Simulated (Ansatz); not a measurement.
# In in Ansatz: reference runs

Reference runs on In: the cell as given.

All numbers are computed with Ansatz 0.2.0; they aren't measurements. Logs are shortened: lines on timing, memory, paths and dates and some standing lists are left out, and cuts for length are marked.

## (1) The cell of the first run

The cell holds a slab with vacuum, 7 atoms: a = 3.339 Å, b = 3.339 Å, c = 31.415 Å, α = 90.00°, β = 90.00°, γ = 120.00°.

## (2) Single point, PBE (the (0 0 1) slab of In, cut from the database cell, not relaxed)

input.yaml reads:

```yaml
crystal:
  lattice:
    - [3.3392736332, 0.0, 0.0]
    - [-1.6696368166, 2.8918957965, 0.0]
    - [0.0, 0.0, 31.4149265]
  atoms:
    - { symbol: In, position: [0.6666666667, 0.3333333333, 0.2387400142] }
    - { symbol: In, position: [0.0, 0.0, 0.3254591426] }
    - { symbol: In, position: [0.6666666667, 0.3333333333, 0.4127295713] }
    - { symbol: In, position: [0.3333333333, 0.6666666667, 0.5] }
    - { symbol: In, position: [0.6666666667, 0.3333333333, 0.5867191283] }
    - { symbol: In, position: [0.3333333333, 0.6666666667, 0.673989557] }
    - { symbol: In, position: [0.0, 0.0, 0.7612599858] }
hamiltonian:
  xc: pbe
  pseudopotentials: { kind: paw }
kpoints:
  mp_grid: { grid: [9, 9, 1] }
scf:
  occupations: { method: fermi_dirac, width: 0.05 }
output:
  forces: true
  eigenvalues: true
efield:
  axis: 3
  dipole_correction: true
  ramp_width: 0.04
```

Potentials or basis: Ansatz PAW.

The run is started by

```sh
ansatz run input.yaml --threads 4 --pin off --max-ram 11264MiB --backend cpu --events-out ev --progress --plain --runs-dir out
```

What it wrote:

```text
Warning: RAYON_NUM_THREADS=4 ignored (pool sized by the plan → 4); use --threads N
Engine: ansatz 0.2.0, aarch64-unknown-linux-gnu
Pseudopotentials: kind: paw
Pseudopotential: In, paw, valence charge 13, recommended cutoff 420 eV (normal), In.paw.azcp
Functional definition: PBE
  parameter kappa = 0.804
  parameter beta = 0.06672455060314922
  exchange = pbe_x(kappa = kappa, mu = beta*pi^2/3)
  correlation = pbe_c(beta = beta)
Crystal: 7 atoms, lattice volume = 303.369 Å³
Basis set: ecut = 420 eV, 5985 PW (Γ), exchange–correlation on 48×48×432 points (8 copies of the dense FFT grid, shifted against one another)
Bands: 55, of which v1, the nominal top of the filled ones, is band 46 counted from 1 (45 counted from 0)
Symmetry: 6 space group operations
Space group: P3m1 (ITA 156), of the structure as read, at distance tolerance 6.7e-5 Å
k-points: 12 of 81 (time reversal used)
Non-local potential: In, projectors of the file, l = 0: 2, l = 1: 2, l = 2: 2, l = 3: 2
PAW form: soft (Blöchl's): semilocal exchange-correlation on the pseudo side does not see the compensation charge
PAW one-centre angular grid: In, 590 points (default); XC on 64 Gauss nodes
Initial density: superposition of atomic densities (neutral atoms: chi_scale 0, normalization atom), corrected by the library's trained network
Initial wavefunctions: pseudopotential atomic-orbital guess
Functional: x = pbe(κ = 0.804, μ = 0.2195149727645171), c = pbe(β = 0.06672455060314922)
SCF iter   1: F=—  HF=-39184.471011 eV  |F-HF|=—  |Δ(HF+E_count)|=         —  Δρ=1.69e-3  dr2=2.83e-1  ethr=1.77e-3  p=-0.002 e·Å  D=-1.04e-3 V/Å  ΔV_dip=0.03 eV  dr2_dipole=1.13e-2  V_vac-E_F(+/−)=3.79/3.76 eV  ⟨swp⟩=6.8  Hψ=2502  notcnv=0  defer=1
efield: sawtooth ramp at fractional position 0.9800 (placed from the atoms, in the widest stretch of the axis that holds none; the zero of the levels goes with the place), width 0.0400; the density the first Hamiltonian is built on has a dipole p = -0.002 e·Å; the dipole correction subtracts the counter field D = -1.04e-3 V/Å, which shifts the + side's vacuum level by +0.03 eV against the − side's; the planar-averaged density in the ramp window peaks in size at 6.7e-5 e/Å³
preconditioner: auto → LDOS  [metal: Δε(μ)=0.101 eV  Ē_g=14.663 eV  σ=0.050 eV  W_gap=0.44  n_scr=52 (ndim 8)  ℏωp=20.3 eV  f_vac=0.360  D(μ)=5.53/eV (n_scr^D=18)  β→1.0]
SCF iter   2: F=—  HF=-39184.451370 eV  |F-HF|=—  |Δ(HF+E_count)|=   1.96e-2  Δρ=9.41e-4  dr2=1.66e-2  ethr=3.11e-4  p=-0.000 e·Å  D=-2.31e-4 V/Å  ΔV_dip=0.01 eV  dr2_dipole=1.67e-3  V_vac-E_F(+/−)=3.70/3.70 eV  ⟨swp⟩=1.8  Hψ=808  notcnv=0  defer=18
[... 10 lines left out ...]
Harris-Foulkes:  -39184.449773 eV  (|F-HF|=3.34e-8)
Internal energy: -39184.406588 eV  (E = F + TS)
E sigma→0 (E₀):  -39184.428181 eV
Entropy (-TS):   -0.043185 eV (-6.169 meV/atom)
Fermi energy:    4.758613 eV
Dipole field:    D = 0.000299 V/Å  (p = 0.000502 e·Å, saw-weighted, corrected)
Work function:   Φ+ = 3.7128 eV   Φ− = 3.7222 eV
Levels:          The Fermi level and band energies are counted from a zero that moves with the ramp; work functions are not
--- Per-component energies (eV) ---
  E_band       = -664.140517
  E_kinetic    = 1687.279339
  E_local      = -70955.465744  (includes V_loc(G=0)·N_el)
  E_nonlocal   = 2562.018378
  E_hartree    = 34415.462494
  E_xc         = -1511.281578
  E_vxc        = -698.666711  (∫ρ·V_xc dr)
  E_paw        = -29063.422160  (= ΣΔE_a)
  E_vpaw       = -2090.244243  (= ΣTr[D̂ρ^β])
  E_aug_tail   = 0.000175  (compensation charges beyond the density's cutoff)
  E_efield     = 0.000000  (sawtooth field / dipole correction)
  E_vefield    = 0.000135  (∫n·V_field dr)
  E_ewald      = 23681.002508
  E_smearing   = -0.043185  (= −TS)
  E_closure    = 0.000000  (closes the sum)
  Σ components = -39184.449773   (vs F -39184.449773, Δ=0.00e0)
--- Forces (eV/Å), atoms counted from 1 ---
  atom   1  In     0.00000000     0.00000000    -0.10279309
  atom   2  In     0.00000000    -0.00000000     0.09218450
  atom   3  In     0.00000000     0.00000000    -0.09205904
  atom   4  In     0.00000000     0.00000000    -0.00700323
  atom   5  In     0.00000000     0.00000000     0.05886696
  atom   6  In    -0.00000000    -0.00000000    -0.04687175
  atom   7  In     0.00000000     0.00000000     0.09768756
  max |Σ_I F_I| component: 1.19e-5 eV/Å
--- Band table (eV; the first three rows and the last of 12) ---
  k-point 0: bands = ["-9.9728", "-9.9684", "-9.9428", "-9.9345", "-9.9284", "-9.9148", "-9.9148", "-9.8959", "-9.8959", "-9.8798", "-9.8761", "-9.8714", "-9.8714", "-9.8631", "-9.8631", "-9.8599", "-9.8599", "-9.8368", "-9.8368", "-9.8193", "-9.8193", "-9.7505", "-9.7505", "-9.7483", "-9.7483", "-9.7172", "-9.7172", "-9.6696", "-9.6696", "-9.6578", "-9.6578", "-9.6058", "-9.6058", "-9.5816", "-9.5816", "-4.6469", "-4.3742", "-3.9022", "-3.2005", "-2.3331", "-1.3130", "-0.2191", "1.8853", "3.2113", "4.8057", "6.4453", "7.7753", "8.2080", "9.2571", "9.4456", "11.2732", "11.3338", "13.1561", "13.1561", "13.3768"]
  k-point 1: bands = ["-9.9655", "-9.9576", "-9.9350", "-9.9280", "-9.9242", "-9.9100", "-9.8990", "-9.8840", "-9.8830", "-9.8792", "-9.8686", "-9.8668", "-9.8616", "-9.8441", "-9.8422", "-9.8384", "-9.8329", "-9.8316", "-9.8172", "-9.8091", "-9.7900", "-9.7718", "-9.7580", "-9.7574", "-9.7449", "-9.7252", "-9.7176", "-9.6850", "-9.6741", "-9.6710", "-9.6562", "-9.6272", "-9.6074", "-9.6053", "-9.5787", "-4.4071", "-4.1334", "-3.6605", "-2.9591", "-2.0946", "-1.0815", "-0.0027", "2.1521", "3.4546", "5.0331", "6.6592", "7.9877", "8.4276", "9.4643", "9.6580", "10.7246", "10.9805", "11.3848", "11.4648", "11.5443"]
  k-point 2: bands = ["-9.9988", "-9.9904", "-9.9637", "-9.9329", "-9.9240", "-9.9046", "-9.8974", "-9.8817", "-9.8738", "-9.8665", "-9.8544", "-9.8353", "-9.8317", "-9.8266", "-9.8254", "-9.8069", "-9.8009", "-9.7893", "-9.7829", "-9.7638", "-9.7514", "-9.7405", "-9.7276", "-9.7266", "-9.7144", "-9.7002", "-9.7001", "-9.6933", "-9.6861", "-9.6679", "-9.6559", "-9.6523", "-9.6460", "-9.6031", "-9.5727", "-3.6795", "-3.4045", "-2.9307", "-2.2321", "-1.3771", "-0.3841", "0.6544", "2.9287", "4.1642", "5.6827", "7.2088", "7.3990", "7.6847", "8.1344", "8.5248", "8.8449", "9.0769", "9.5230", "10.0628", "10.3381"]
  k-point 11: bands = ["-9.9766", "-9.9752", "-9.9582", "-9.9359", "-9.9255", "-9.9221", "-9.8864", "-9.8831", "-9.8730", "-9.8421", "-9.8100", "-9.8089", "-9.7974", "-9.7922", "-9.7720", "-9.7666", "-9.7656", "-9.7592", "-9.7450", "-9.7394", "-9.7284", "-9.7203", "-9.7186", "-9.7042", "-9.7017", "-9.6847", "-9.6753", "-9.6696", "-9.6659", "-9.6315", "-9.6121", "-9.5982", "-9.5911", "-9.5829", "-9.5725", "1.5051", "1.5323", "1.7071", "1.8245", "1.9515", "2.0327", "2.2939", "3.2543", "3.2980", "3.5259", "3.8488", "3.8541", "4.2754", "4.6043", "4.6242", "5.1522", "5.5312", "5.5314", "6.1844", "6.4124"]
```

Wall time 3.7 s (4 threads of Arm Neoverse V2, shared host); peak memory 0.68 GiB.

What came out:

```
Free energy                     : -39184.4498 eV
Largest force                   : 0.103 eV/Å
Band gap on the k mesh          : none (metal or under the smearing width)
Work function of the upper face : 3.71 eV
Work function of the lower face : 3.72 eV
Dipole across the slab          : 0.001 e·Å
```

Forces in eV/Å, atoms in the order of the input:
```
In   0.000  0.000 -0.103
In   0.000  0.000  0.092
In   0.000  0.000 -0.092
In   0.000  0.000 -0.007
In   0.000  0.000  0.059
In   0.000  0.000 -0.047
In   0.000  0.000  0.098
```
